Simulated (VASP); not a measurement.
# Se (Cmcm) in VASP: a series of runs

Runs on Se. Level: PBE. Tasks: single point.

All numbers are computed with VASP 6.6.1; they aren't measurements. Logs are shortened: lines on timing, memory, paths and dates and some standing lists are left out, and cuts for length are marked.

**1. Starting point**

Symmetry: Cmcm, No. 63, orthorhombic system. The conventional cell has a = 2.789 Å, b = 8.078 Å, c = 4.613 Å, α = 90.00°, β = 90.00°, γ = 90.00°. Se (site symmetry m2m) has 4 Se at 2.53 to 2.79 Å as nearest neighbours.

This isn't the form of Se at room conditions, which is trigonal, of chains.

**2. Single point, PBE**

INCAR

```
SYSTEM = Se
  PREC = Accurate
  ENCUT = 460
  EDIFF = 1E-5
  ISMEAR = 0
  SIGMA = 0.05
  LREAL = .False.
  LASPH = .True.
  NELM = 100
  ALGO = Normal
  ISIF = 2
  LWAVE = .False.
  LCHARG = .False.
  GGA = PE
  ADDGRID = .False.
```

KPOINTS

```
regular mesh
0
Gamma
  6 6 4
  0 0 0
```

POSCAR

```
Se
1.0
    1.3942694300     -4.0390027650      0.0000000000
    1.3942694300      4.0390027650      0.0000000000
    0.0000000000      0.0000000000      4.6134314000
Se
2
Direct
    0.0643446800      0.9356553200      0.2500000000
    0.9356553200      0.0643446800      0.7500000000
```

Potentials or basis: VASP PAW PBE potentials, release 64 (Se).

Launch:

```sh
$ cat potpaw_PBE.64/Se/POTCAR > POTCAR
$ mpirun -np 1 vasp_std > vasp.out
```

OUTCAR:

```text
SYSTEM = Se
   PREC = Accurate
   ENCUT = 460
   EDIFF = 1E-5
   ISMEAR = 0
   LREAL = .False.
   LASPH = .True.
   NELM = 100
   ISIF = 2
   GGA = PE

 Found     39 irreducible k-points:

 Following reciprocal coordinates:
            Coordinates               Weight
  0.000000  0.000000  0.000000      1.000000
  0.166667  0.000000  0.000000      4.000000
  0.333333  0.000000  0.000000      4.000000
  0.500000  0.000000  0.000000      2.000000
  0.166667  0.166667  0.000000      2.000000
  0.333333  0.166667  0.000000      4.000000
   k-points           NKPTS =     39   k-points in BZ     NKDIM =     39   number of bands    NBANDS=     10
   number of dos      NEDOS =    301   number of ions     NIONS =      2
   total plane-waves  NPLWV =  28800
   dimension x,y,z NGX =    30 NGY =   30 NGZ =   32
   dimension x,y,z NGXF=    60 NGYF=   60 NGZF=   64
   ions per type =               2
   NGX,Y,Z   is equivalent  to a cutoff of  11.67, 11.67, 11.53 a.u.
   NGXF,Y,Z  is equivalent  to a cutoff of  23.34, 23.34, 23.06 a.u.
 SYSTEM =  Se
   PREC   = accura    normal or accurate (medium, high low for compatibility)
   ISTART =      0    job   : 0-new  1-cont  2-samecut
   ICHARG =      2    charge: 1-file 2-atom 10-const
   ISPIN  =      1    spin polarized calculation?
   LNONCOLLINEAR =      F non collinear calculations
   LSORBIT =      F    spin-orbit coupling
   LASPH  =      T    aspherical Exc in radial PAW
   ENCUT  =  460.0 eV  33.81 Ry    5.81 a.u.   7.47  7.47  8.07*2*pi/ulx,y,z
   NELM   =    100;   NELMIN=  2; NELMDL= -5     # of ELM steps
   EDIFF  = 0.1E-04   stopping-criterion for ELM
   LREAL  =      F    real-space projection
   EDIFFG = 0.1E-03   stopping-criterion for IOM
   NSW    =      0    number of steps for IOM
   IBRION =     -1    ionic relax: 0-MD 1-quasi-New 2-CG
   NFREE  =      0    steps in history (QN), initial steepest desc. (CG)
   ISIF   =      2    stress and relaxation
   ISYM   =      2    0-nonsym 1-usesym 2-fastsym
   POTIM  = 0.5000    time-step for ionic-motion
   TEBEG  =    0.0;   TEEND  =   0.0 temperature during run
   PSTRESS=    0.0 pullay stress
   NELECT =      12.0000    total number of electrons
   NUPDOWN=      -1.0000    fix difference up-down
   EMIN   =  10.00;   EMAX   =-10.00  energy-range for DOS
   EFERMI =   0.00;   METHOD = LEGACY
   ISMEAR =     0;   SIGMA  =   0.05  broadening in eV -4-tet -1-fermi 0-gaus
   EFERMI_NEDOS =   21; number of points for ismear=-14 and -15
   IALGO  =     38    algorithm
   IMIX   =      4    mixing-type and parameters
     AMIX     =   0.40;   BMIX     =  1.00
     AMIX_MAG =   1.60;   BMIX_MAG =  1.00
  volume/ion in A,a.u.               =      25.98       175.32
  Fermi-wavevector in a.u.,A,eV,Ry     =   1.004408  1.898056 13.726046  1.008836
  Thomas-Fermi vector in A             =   2.137022
   LORBIT       =      0    0 simple, 1 ext, 2 COOP (PROOUT), +10 PAW based schemes
   GGA     = PE    functional components
   LHFCALC =     F    Hartree Fock is set to
   AEXX    =    0.0000 exact exchange contribution
   IVDW    =     0    specifies the selected vdW correction
   LEPSILON=     F    determine dielectric tensor
   LRPA    =     F    only Hartree local field effects (RPA)
 non-spin polarized calculation
 Gauss-broadening in eV      SIGMA  =   0.05
  energy-cutoff  :      460.00
  volume of cell :       51.96
 maximum number of plane-waves:      1180
 NGX is ok and might be reduce to    30
   NGX = 15   NGY = 15   NGZ = 17

 number of electron      12.0000001 magnetization

 Free energy of the ion-electron system (eV)
  ---------------------------------------------------
  ext. energy  EPLUGINS =         0.00000000
  ---------------------------------------------------
  free energy    TOTEN  =        -6.65369122 eV

  energy without entropy =       -6.65115346  energy(sigma->0) =       -6.65242234

 E-fermi :   3.2073     XC(G=0):  -9.0999

 val. band max:        3.2029325991   @ k =   0.5000   0.0000   0.2500
 cond. band min:       3.2284796221   @ k =   0.5000   0.3333   0.5000
 fundamental gap:      0.0255470230
 Fermi energy:         3.2072807320

 k-point     1 :       0.0000    0.0000    0.0000
  band No.  band energies     occupation
      1     -12.6979      2.00000
      2      -8.7364      2.00000
      3      -3.3077      2.00000
      4       0.8958      2.00000
      5       1.0887      2.00000
      6       5.2568      0.00000
      7       5.6202      0.00000
      8       7.6251      0.00000
      9       8.7260      0.00000
     10      10.1138      0.00000

 k-point     2 :       0.1667    0.0000    0.0000
  band No.  band energies     occupation
      1     -12.2752      2.00000
      2      -8.3373      2.00000
      3      -2.9306      2.00000
      4       0.8141      2.00000
      5       1.6895      2.00000
      6       2.3224      2.00000
      7       5.0022      0.00000
      8       5.8006      0.00000
      9       9.2315      0.00000
     10      10.8892      0.00000

 k-point     3 :       0.3333    0.0000    0.0000
  band No.  band energies     occupation
      1     -11.1855      2.00000
      2      -7.2959      2.00000
      3      -2.0139      2.00000
      4      -1.6512      2.00000
      5       1.2799      2.00000
      6       1.5306      2.00000
      7       2.6260      2.00000
      8       6.2554      0.00000
      9       9.6414      0.00000
     10      10.0959      0.00000

 k-point     4 :       0.5000    0.0000    0.0000
  band No.  band energies     occupation
      1     -10.3979      2.00000
      2      -6.5281      2.00000
      3      -3.3926      2.00000
      4      -1.4220      2.00000
      5      -0.3733      2.00000
      6       2.0728      2.00000
      7       2.8714      2.00000
      8       6.4915      0.00000
      9       8.1946      0.00000
     10       9.0388      0.00000

 k-point     5 :       0.1667    0.1667    0.0000
  band No.  band energies     occupation
      1     -11.2321      2.00000
      2      -7.2591      2.00000
      3      -2.0630      2.00000
      4      -1.6001      2.00000
      5       1.2075      2.00000
      6       2.2679      2.00000
      7       2.2818      2.00000
      8       6.5899      0.00000
      9       9.5747      0.00000
     10      10.2260      0.00000

 k-point     6 :       0.3333    0.1667    0.0000
  band No.  band energies     occupation
      1     -10.3983      2.00000
      2      -6.5253      2.00000
      3      -3.3921      2.00000
      4      -1.4222      2.00000
      5      -0.3983      2.00000
      6       2.0565      2.00000
      7       2.9242      2.00000
      8       6.5533      0.00000
      9       8.0612      0.00000
     10       9.3158      0.00000

 [... further k-points ...]
[... 5 lines left out ...]
  --------------------------------------------------------------------------------------
  -------------------------------------------------------------------------------------
  Total        1.7572576     -0.0152123     -0.1807140      0.0000000      0.0000000      0.0000000
  in kB       54.1840046     -0.4690623     -5.5722089      0.0000000      0.0000000      0.0000000
  external PRESSURE =      16.0475778 kB  Pullay stress =       0.0000000 kB

 VOLUME and BASIS-vectors are now :
 -----------------------------------------------------------------------------
  energy-cutoff  :      460.00
  volume of cell :       51.96
      direct lattice vectors                 reciprocal lattice vectors
     1.394269430 -4.039002765  0.000000000     0.358610746 -0.123792933  0.000000000
     1.394269430  4.039002765  0.000000000     0.358610746  0.123792933  0.000000000
     0.000000000  0.000000000  4.613431400     0.000000000  0.000000000  0.216758398

 POSITION                                       TOTAL-FORCE (eV/Angst)
 -----------------------------------------------------------------------------------
      1.39427      3.51923      1.15336         0.000000      0.331456      0.000000
      1.39427     -3.51923      3.46007         0.000000     -0.331456     -0.000000
 -----------------------------------------------------------------------------------
    total drift:                               -0.000000     -0.000000      0.000000

  FREE ENERGIE OF THE ION-ELECTRON SYSTEM (eV)
  ---------------------------------------------------
  free  energy   TOTEN  =        -6.6536912168 eV

  energy  without entropy=       -6.6511534626  energy(sigma->0) =       -6.65242234
```

Wall time 9.5 s (1 thread of Intel Xeon Platinum 8488C (Sapphire Rapids), shared host); peak memory 0.17 GiB.

The run converged, but some of its settings lie outside the range that counts as converged, so its numbers aren't taken as properties of the crystal.

What came out:

```yaml
Free_energy: -6.6537 eV
Pressure: 1.6 GPa
Largest_force: 0.331 eV/Å
Band_gap_on_the_k_mesh: none (metal or under the smearing width)
```

Caveat: the k mesh is coarse (spacing up to 0.40 Å⁻¹), so the values aren't converged.

**3. Single point, PBE**

Edit INCAR of step 2 so:

```diff
@@ -3,3 +3,3 @@
   ENCUT = 460
-  EDIFF = 1E-5
+  EDIFF = 1E-6
   ISMEAR = 0
@@ -14,2 +14,2 @@
   GGA = PE
-  ADDGRID = .False.
+  ADDGRID = .True.
```

KPOINTS is that of step 2.

POSCAR is that of step 2.

Potentials or basis: VASP PAW PBE potentials, release 64 (Se).

Launch:

```sh
$ cat potpaw_PBE.64/Se/POTCAR > POTCAR
$ mpirun -np 1 vasp_std > vasp.out
```

Wall time 14 s (1 thread of Intel Xeon Platinum 8488C (Sapphire Rapids), shared host); peak memory 0.25 GiB.

The run converged, but some of its settings lie outside the range that counts as converged, so its numbers aren't taken as properties of the crystal.

What came out:

```
Free energy            : -6.6537 eV
Pressure               : 1.6 GPa
Largest force          : 0.332 eV/Å
Band gap on the k mesh : none (metal or under the smearing width)
```

Caveat: the k mesh is coarse (spacing up to 0.40 Å⁻¹), so the values aren't converged.

**4. Single point, PBE**

Edit INCAR of step 3 so:

```diff
@@ -7,3 +7,3 @@
   LREAL = .False.
-  LASPH = .True.
+  LASPH = .False.
   NELM = 100
@@ -14,2 +14,2 @@
   GGA = PE
-  ADDGRID = .True.
+  ADDGRID = .False.
```

KPOINTS is that of step 3.

POSCAR is that of step 3.

Launch:

```sh
$ cat potpaw_PBE.64/Se/POTCAR > POTCAR
$ mpirun -np 1 vasp_std > vasp.out
```

Run time: 9.8 s. Hardware: 1 thread of Intel Xeon Platinum 8488C (Sapphire Rapids), shared host; peak memory 0.17 GiB.

These settings aren't checked as converged: the numbers below hold their error.

Results:

```
Free energy            : -6.6480 eV
Pressure               : 1.6 GPa
Largest force          : 0.323 eV/Å
Band gap on the k mesh : none (metal or under the smearing width)
```

Caveat: the k mesh is coarse (spacing up to 0.40 Å⁻¹), so the values aren't converged.

**5. Single point, PBE**

INCAR

```
SYSTEM = Se
  PREC = Normal
  ENCUT = 460
  EDIFF = 1E-4
  ISMEAR = 0
  SIGMA = 0.05
  LREAL = Auto
  LASPH = .True.
  NELM = 100
  ALGO = Normal
  ISIF = 2
  LWAVE = .False.
  LCHARG = .False.
  GGA = PE
  ADDGRID = .False.
```

KPOINTS is that of step 4.

POSCAR is that of step 4.

Launch:

```sh
$ cat potpaw_PBE.64/Se/POTCAR > POTCAR
$ mpirun -np 1 vasp_std > vasp.out
```

It took 5 s on 1 thread of Intel Xeon Platinum 8488C (Sapphire Rapids), shared host; peak memory 0.14 GiB.

The run converged, but some of its settings lie outside the range that counts as converged, so its numbers aren't taken as properties of the crystal.

Results:

| Quantity | Value |
| --- | --- |
| Free energy | -6.6540 eV |
| Pressure | 1.6 GPa |
| Largest force | 0.325 eV/Å |
| Band gap on the k mesh | none (metal or under the smearing width) |

Caveat: the k mesh is coarse (spacing up to 0.40 Å⁻¹), so the values aren't converged.

**6. Single point, PBE**

INCAR

```
SYSTEM = Se
  PREC = Accurate
  ENCUT = 400
  EDIFF = 1E-6
  ISMEAR = 0
  SIGMA = 0.05
  LREAL = .False.
  LASPH = .True.
  NELM = 100
  ALGO = Normal
  ISIF = 2
  LWAVE = .False.
  LCHARG = .False.
  GGA = PE
  ADDGRID = .False.
```

KPOINTS

```
regular mesh
0
Gamma
  7 7 4
  0 0 0
```

POSCAR is that of step 5.

Potentials or basis: VASP PAW PBE potentials, release 64 (Se).

Launch:

```sh
$ cat potpaw_PBE.64/Se/POTCAR > POTCAR
$ mpirun -np 1 vasp_std > vasp.out
```

OUTCAR:

```text
SYSTEM = Se
   PREC = Accurate
   ENCUT = 400
   EDIFF = 1E-6
   ISMEAR = 0
   LREAL = .False.
   LASPH = .True.
   NELM = 100
   ISIF = 2
   GGA = PE

 Found     48 irreducible k-points:

 Following reciprocal coordinates:
            Coordinates               Weight
  0.000000  0.000000  0.000000      1.000000
  0.142857 -0.000000  0.000000      4.000000
  0.285714  0.000000  0.000000      4.000000
  0.428571 -0.000000  0.000000      4.000000
  0.142857  0.142857  0.000000      2.000000
  0.285714  0.142857  0.000000      4.000000
   k-points           NKPTS =     48   k-points in BZ     NKDIM =     48   number of bands    NBANDS=     10
   number of dos      NEDOS =    301   number of ions     NIONS =      2
   total plane-waves  NPLWV =  23520
   dimension x,y,z NGX =    28 NGY =   28 NGZ =   30
   dimension x,y,z NGXF=    56 NGYF=   56 NGZF=   60
   ions per type =               2
   NGX,Y,Z   is equivalent  to a cutoff of  10.89, 10.89, 10.81 a.u.
   NGXF,Y,Z  is equivalent  to a cutoff of  21.79, 21.79, 21.62 a.u.
 SYSTEM =  Se
   PREC   = accura    normal or accurate (medium, high low for compatibility)
   ISTART =      0    job   : 0-new  1-cont  2-samecut
   ICHARG =      2    charge: 1-file 2-atom 10-const
   ISPIN  =      1    spin polarized calculation?
   LNONCOLLINEAR =      F non collinear calculations
   LSORBIT =      F    spin-orbit coupling
   LASPH  =      T    aspherical Exc in radial PAW
   ENCUT  =  400.0 eV  29.40 Ry    5.42 a.u.   6.97  6.97  7.52*2*pi/ulx,y,z
[... 60 lines left out ...]
      2      -8.7133      2.00000
      3      -3.3152      2.00000
      4       0.8976      2.00000
      5       1.0718      2.00000
      6       5.2845      0.00000
      7       5.6297      0.00000
      8       7.6641      0.00000
      9       8.7219      0.00000
     10      10.1084      0.00000
[... 53 lines left out ...]
 k-point     6 :       0.2857    0.1429    0.0000
  band No.  band energies     occupation
      1     -10.6136      2.00000
      2      -6.6559      2.00000
      3      -2.9696      2.00000
      4      -1.5978      2.00000
      5      -0.0335      2.00000
      6       2.2417      2.00000
      7       2.7952      2.00000
      8       6.7059      0.00000
      9       8.3895      0.00000
     10       9.3513      0.00000

 [... further k-points ...]
[... 5 lines left out ...]
  --------------------------------------------------------------------------------------
  -------------------------------------------------------------------------------------
  Total        1.4813089      0.1742320      0.2269496      0.0000000      0.0000000      0.0000000
  in kB       45.6752894      5.3723422      6.9978581      0.0000000      0.0000000      0.0000000
  external PRESSURE =      19.3484966 kB  Pullay stress =       0.0000000 kB

 VOLUME and BASIS-vectors are now :
 -----------------------------------------------------------------------------
  energy-cutoff  :      400.00
  volume of cell :       51.96
      direct lattice vectors                 reciprocal lattice vectors
     1.394269430 -4.039002765  0.000000000     0.358610746 -0.123792933  0.000000000
     1.394269430  4.039002765  0.000000000     0.358610746  0.123792933  0.000000000
     0.000000000  0.000000000  4.613431400     0.000000000  0.000000000  0.216758398

 POSITION                                       TOTAL-FORCE (eV/Angst)
 -----------------------------------------------------------------------------------
      1.39427      3.51923      1.15336         0.000000      0.049782     -0.000000
      1.39427     -3.51923      3.46007         0.000000     -0.049782      0.000000
 -----------------------------------------------------------------------------------
    total drift:                               -0.000000      0.000000      0.000000

  FREE ENERGIE OF THE ION-ELECTRON SYSTEM (eV)
  ---------------------------------------------------
  free  energy   TOTEN  =        -6.6535507408 eV

  energy  without entropy=       -6.6516609380  energy(sigma->0) =       -6.65260584
```

It took 9.3 s on 1 thread of Intel Xeon Platinum 8488C (Sapphire Rapids), shared host; peak memory 0.16 GiB.

These settings aren't checked as converged: the numbers below hold their error.

Results:

```
Free energy            : -6.6536 eV
Pressure               : 1.9 GPa
Largest force          : 0.050 eV/Å
Band gap on the k mesh : none (metal or under the smearing width)
```
